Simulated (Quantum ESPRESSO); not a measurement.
Input of a Quantum ESPRESSO 7.5 run:

Contents of pw.in:

```
&CONTROL
  calculation = 'vc-relax'
  prefix = 'pwscf'
  outdir = './tmp'
  pseudo_dir = './pseudo'
  tprnfor = .true.
  tstress = .true.
  disk_io = 'low'
  nstep = 40
  forc_conv_thr = 0.0004
  etot_conv_thr = 1d-05
/
&SYSTEM
  ibrav = 0
  nat = 2
  ntyp = 2
  ecutwfc = 69
  ecutrho = 552
  nbnd = 15
  input_dft = 'pz'
  occupations = 'smearing'
  smearing = 'fd'
  degauss = 0.00367493
/
&ELECTRONS
  conv_thr = 4d-10
  electron_maxstep = 120
  mixing_beta = 0.5
/
&IONS
  ion_dynamics = 'bfgs'
/
&CELL
  cell_dynamics = 'bfgs'
  press = 100
  press_conv_thr = 0.3
/
ATOMIC_SPECIES
Cd   112.4140 Cd.pbe-dn-rrkjus_psl.0.3.1.UPF
Se    78.9710 Se_pbe_v1.uspp.F.UPF
CELL_PARAMETERS angstrom
   0.0000000000    3.0702711986    3.0702711986
   3.0702711986    0.0000000000    3.0702711986
   3.0702711986    3.0702711986    0.0000000000
ATOMIC_POSITIONS angstrom
Cd     0.0000000000    0.0000000000    0.0000000000
Se     1.5351355993    1.5351355993    1.5351355993
K_POINTS automatic
8 8 8 0 0 0
```

Potentials or basis: SSSP 1.3 efficiency PBE.

Launch:

```console
$ OMP_NUM_THREADS=1 pw.x -in pw.in > pw.out
```

What does it give for the relaxed volume?

23.98 Å³/atom.

What does it give for the space group after relaxing (to 0.05 Å)?

F-43m (No. 216).

What does it give for the band gap on the k mesh?

0.61 eV, direct.

Estimate the relaxed cell.

a = 4.078 Å, b = 4.078 Å, c = 4.078 Å, α = 60.00°, β = 60.00°, γ = 60.00°.

Final structure:
```xyz
2
Lattice="0.0000 2.8839 2.8839 2.8839 0.0000 2.8839 2.8839 2.8839 0.0000" Properties=species:S:1:pos:R:3 pbc="T T T"
Cd    0.0000    0.0000    0.0000
Se    1.4419    1.4419    1.4419
```

Caveat: the potentials were made for another functional, which shifts forces and pressure; the volume moved by over 15 % at a fixed basis, so the end points are rough. A hybrid or GW would open this gap; LDA tends to underestimate it.
